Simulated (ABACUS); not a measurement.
# CdO (Monteponite) in ABACUS: the effect of exact exchange share

The system is CdO (Monteponite).

```xyz
2
Lattice="0.0000 2.3495 2.3495 2.3495 0.0000 2.3495 2.3495 2.3495 0.0000" Properties=species:S:1:pos:R:3 pbc="T T T"
Cd    0.0000    0.0000    0.0000
O     2.3495    2.3495    2.3495
```

Alike in all runs:

| Quantity | Value |
| --- | --- |
| Program | ABACUS 3.10.1 |
| Task | single point |
| Potentials or basis | SG15 ONCV 1.2 PBE |
| Cutoff | 1401 eV |
| Density cutoff | 5606 eV |
| Basis | DZP LCAO (the cutoffs set its grid) |
| k mesh | 4 × 4 × 4 |
| Occupations | fermi-dirac, width 0.05 eV |
| Spin | no spin polarisation |

```tsv
exact exchange share	functional	gap on the mesh (eV)
0.1	PBE0-type (share 0.1)	0.32
0.25	PBE0-type (share 0.25)	1.51
0.4	PBE0-type (share 0.4)	?
```

Problem. What does the run with exact exchange share 0.4 give?

Solution. gap on the mesh 2.73 eV.

Caveats: all runs use coarse meshes; the atomic orbitals were generated for these runs and aren't a published set; gaps of hybrids in this basis differ from plane-wave ones by up to 0.1 eV; the basis of atomic orbitals isn't converged, which shifts pressures, moduli and gaps.

A k mesh can miss the band edges.

Runs at the PBE level aren't shown here.
